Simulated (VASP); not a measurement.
**Hf: single point with PBEsol**

Crystal: Hf.

```xyz
1
Lattice="0.0000 2.2697 2.2697 2.2697 0.0000 2.2697 2.2697 2.2697 0.0000" Properties=species:S:1:pos:R:3 pbc="T T T"
Hf    0.0000    0.0000    0.0000
```

The cell isn't the ideal one: Ir replaced by Hf, lengths x 1.145, strained and moved within the space group.

```
Program             : VASP 6.6.1
Task                : single point
Functional          : PBEsol
Potentials or basis : VASP PAW PBE potentials, release 64 (Hf_pv)
Cutoff              : 520 eV
k mesh              : 16 × 16 × 16
Occupations         : gaussian, width 0.1 eV
Spin                : no spin polarisation
```

```yaml
Pressure: -8.0 GPa
Band_gap_on_the_k_mesh: none (metal or under the smearing width)
```

Levels at points of the mesh, in eV from the Fermi level:
| k point | band 3 | band 4 | band 5 | band 6 | band 7 | band 8 |
| --- | --- | --- | --- | --- | --- | --- |
| (0.00, 0.00, 0.00) | -30.13 | -7.06 | 1.36 | 1.36 | 1.36 | 3.99 |
| (0.50, 0.00, 0.00) | -30.23 | -3.52 | 0.47 | 1.16 | 1.16 | 5.99 |
| (0.50, 0.50, 0.00) | -30.39 | -3.08 | -1.98 | 2.32 | 5.99 | 6.58 |

It took 14 s on 1 thread of Intel(R) Xeon(R) Platinum 8559C (Emerald Rapids) (shared host), peak memory 0.16 GiB.

Caveat: the PAW data sets were made with another functional, which shifts forces and pressure a little. Spin-orbit coupling is left out, which matters for the levels of Hf.
